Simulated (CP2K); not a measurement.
The system is GaN.

```xyz
2
Lattice="3.1869 0.0000 0.0000 1.5935 2.7600 0.0000 1.5935 0.9200 2.6021" Properties=species:S:1:pos:R:3 pbc="T T T"
Ga    0.0000    0.0000    0.0000
N     1.5935    0.9200    0.6505
```

The cell is a database's computed one.

Base run:

| Property | Result |
| --- | --- |
| Program | CP2K 2026.2 |
| Functional | LDA |
| Potentials or basis | POTENTIAL_UZH Ga GTH-PBE-q13, N GTH-PBE-q5; TZVP-MOLOPT-PBE-GTH basis |
| Density cutoff | 9184 eV |
| k mesh | 10 × 10 × 10 |
| Occupations | fermi-dirac, width 0.05 eV |
| Spin | no spin polarisation |

Its results: band gap on the k mesh 1.52 eV, direct; pressure -1.2 GPa.

Task: After a change of settings the same cell gave: band gap on the k mesh 1.58 eV, direct; pressure 2.4 GPa. Which change was it?
A. functional from LDA to TPSS
B. functional from LDA to WC
C. functional from LDA to OLYP
D. functional from LDA to BLYP

Result: B.

WC binds less tightly than LDA, so the same cell stands under more pressure.

Caveats: the potentials were made for another functional, which shifts forces and pressure; the basis of atomic orbitals isn't converged, which shifts pressures, moduli and gaps.
